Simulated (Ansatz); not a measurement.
**BaTiO3: a stretch of c alone**

The task here is to estimate one member of a computed series from the others.

Program: Ansatz 0.2.0. Level of theory: DFT PBE, scalar-relativistic, plane waves, PAW. These are calculated values, not measurements.

2 further runs of the same task are left out: 2 set aside as unsound or not needed.

## Starting point

The structure is tetragonal, space group P4mm (No. 99). The conventional cell has a = 3.985 Å, b = 3.985 Å, c = 4.200 Å, α = 90.00°, β = 90.00°, γ = 90.00°. Ba (site symmetry 4mm) is surrounded by 12 O at 2.80 to 2.99 Å. Ti (site symmetry 4mm) is surrounded by 5 O at 1.81 to 2.00 Å. Around O (site symmetry 2mm) lie 2 Ti at 2.00 Å and 2 Ba at 2.80 Å. O (site symmetry 4mm) has 1 Ti at 1.81 Å as nearest neighbours.

As a file:

```
Ba Ti O
1.0
     3.98545    0.00000    0.00000
     0.00000    3.98545    0.00000
     0.00000    0.00000    4.20048
Ba Ti O
1 1 3
Direct
  0.50000 0.50000 0.59128
  0.00000 0.00000 0.10842
  0.00000 0.50000 0.06024
  0.50000 0.00000 0.06024
  0.00000 0.00000 0.53981
```

It goes back to an entry of the Materials Project.

It is the result of an earlier relaxation at this level (volume 13.34 Å³/atom; gap on the mesh: 1.84 eV).

The first run:

input.yaml reads:

```yaml
crystal:
  lattice:
    - [3.9854497974, 0.0, 0.0]
    - [0.0, 3.9854497974, 0.0]
    - [0.0, 0.0, 4.2004826447]
  atoms:
    - { symbol: Ba, position: [0.5, 0.5, 0.5912757143] }
    - { symbol: Ti, position: [0.0, 0.0, 0.1084227174] }
    - { symbol: O, position: [0.0, 0.5, 0.0602445497] }
    - { symbol: O, position: [0.5, 0.0, 0.0602445497] }
    - { symbol: O, position: [0.0, 0.0, 0.5398094588] }
basis:
  ecutwfc: 420
kpoints:
  mp_grid: { grid: [8, 8, 6] }
hamiltonian:
  xc: pbe
scf:
  occupations: { method: gaussian, width: 0.02 }
output:
  forces: true
  stress: true
  eigenvalues: true
```

Command:

```
> ansatz run input.yaml --threads 1 --pin off --max-ram 2560MiB --backend cpu --events-out ev --progress --plain --runs-dir out
```

Steps of the session up to this table: Reference cell for the strains; The gap over the whole zone; At -1.5 %; The gap over the whole zone at -1.5 %; At +1.5 %; The gap over the whole zone at +1.5 %; At -3.0 %; Seeking the band edges at -3.0 %; At +3.0 %; Seeking the band edges at +3.0 %; The cell strained by -4.5 %; Band edges over the zone at -4.5 %; Strain +4.5 %; Seeking the band edges at +4.5 %.

One of the session's tables, all rows but one given; the rest of the session is left out.

Lengths are those of the vectors of the cell that was run; stresses in GPa:

```
strain (%)  ΔE (meV/atom)  c (Å)
      -4.5            9.6  4.011
      -3.0            3.9  4.074
      -1.5              ?      ?
      +0.0            0.0  4.200
      +1.5            0.7  4.263
      +3.0            2.7  4.326
      +4.5            5.7  4.390
```

**Question.** Estimate the row for strain (%) = -1.5.

Worked estimate for «ΔE (meV/atom)». A straight line through the neighbours (-3.0, 3.9) and (0.0, 0.0) gives 3.9 + (0.0 − 3.9) × (-1.5 + 3.0) / (0.0 + 3.0) = 1.9; a parabola fitted to 4 rows on both sides gives 0.9.

As computed: ΔE (meV/atom): 0.9; c (Å): 4.137. In «ΔE (meV/atom)» the line misses by +1.0 and the parabola by 0.0.

ΔE is over the unstrained cell. Stress in GPa, positive in compression, on the Cartesian axes of the input.

Limits of these values: Warnings in the runs' records: stress scf threshold loose.
